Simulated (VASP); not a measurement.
Crystal: MoSe2.

```xyz
6
Lattice="3.2880 0.0000 0.0000 -1.6440 2.8475 0.0000 0.0000 0.0000 12.9000" Properties=species:S:1:pos:R:3 pbc="T T T"
Mo    0.0000    1.8983    3.2250
Mo    1.6440    0.9492    9.6750
Se    0.0000    1.8983    8.0625
Se    1.6440    0.9492    1.6125
Se    0.0000    1.8983   11.2875
Se    1.6440    0.9492    4.8375
```

* Program: VASP 6.6.1
* Task: relaxation of cell and atoms
* Functional: PBE
* Potentials or basis: VASP PAW PBE potentials, release 64 (Mo, Se)
* Cutoff: 300 eV
* k mesh: 5 × 5 × 1
* Occupations: gaussian, width 0.03 eV
* Spin: no spin polarisation

At the start: pressure 8.0 GPa; volume 20.13 Å³/atom.

Task: How do energy, volume and symmetry change on relaxing?

Result: Over 37 steps the energy falls by 41.3 meV/atom and the volume is 23.03 Å³/atom (+14.4 %); space group P6_3/mmc (No. 194, to 0.05 Å).

The path:
```csv
step,energy change (eV),largest force (eV/Å),pressure (GPa),volume (Å³)
1,0.0000,1.0923,8.03,120.78
2,0.5062,1.9680,-11.32,139.24
3,-0.1878,0.1779,-0.33,126.65
4,-0.1883,0.1314,-0.03,126.40
5,-0.1883,0.1103,0.11,126.29
6,-0.1950,0.1295,0.23,126.43
7,-0.2028,0.1794,0.59,126.79
8,-0.2072,0.1785,0.47,127.32
9,-0.2184,0.1747,0.11,128.91
10,-0.2329,0.1626,-0.49,132.12
11,-0.2369,0.1183,-1.34,138.65
12,-0.2391,0.1287,-0.99,136.00
13,-0.2438,0.0060,-0.29,136.20
14,-0.2444,0.0546,0.05,136.30
15,-0.2456,0.0367,0.08,136.40
16,-0.2465,0.0117,0.12,136.54
17,-0.2460,0.0373,0.21,136.82
18,-0.2467,0.0053,0.15,136.64
19,-0.2468,0.0306,0.00,136.90
20,-0.2468,0.0365,-0.06,136.96
21,-0.2468,0.0336,-0.05,136.93
22,-0.2468,0.0318,-0.03,136.92
23,-0.2469,0.0246,-0.03,137.05
24,-0.2470,0.0065,-0.07,137.37
25,-0.2470,0.0106,-0.07,137.29
26,-0.2471,0.0081,0.06,137.26
27,-0.2471,0.0109,0.07,137.25
28,-0.2472,0.0066,0.08,137.30
29,-0.2473,0.0053,0.07,137.42
30,-0.2473,0.0093,0.08,137.46
31,-0.2474,0.0183,0.01,137.62
32,-0.2474,0.0319,-0.09,137.84
33,-0.2474,0.0310,-0.11,137.89
34,-0.2475,0.0280,-0.12,138.02
35,-0.2475,0.0218,-0.14,138.28
36,-0.2476,0.0084,-0.07,138.23
37,-0.2476,0.0012,-0.03,138.21
```

Final structure:
```
CELL_PARAMETERS angstrom
3.31838 0.00000 0.00000
-1.65919 2.87380 0.00000
0.00000 0.00000 14.49270
ATOMIC_POSITIONS crystal
Mo 0.33333 0.66667 0.25000
Mo 0.66667 0.33333 0.75000
Se 0.33333 0.66667 0.63489
Se 0.66667 0.33333 0.13489
Se 0.33333 0.66667 0.86511
Se 0.66667 0.33333 0.36511
```

Caveat: the k mesh is coarse (spacing up to 0.49 Å⁻¹), so the values aren't converged; this functional lacks dispersion, which binds the layers, so the pressure and a relaxed spacing across them are unreliable; the volume moved by +14 % from the deposited cell, more than functionals usually miss.
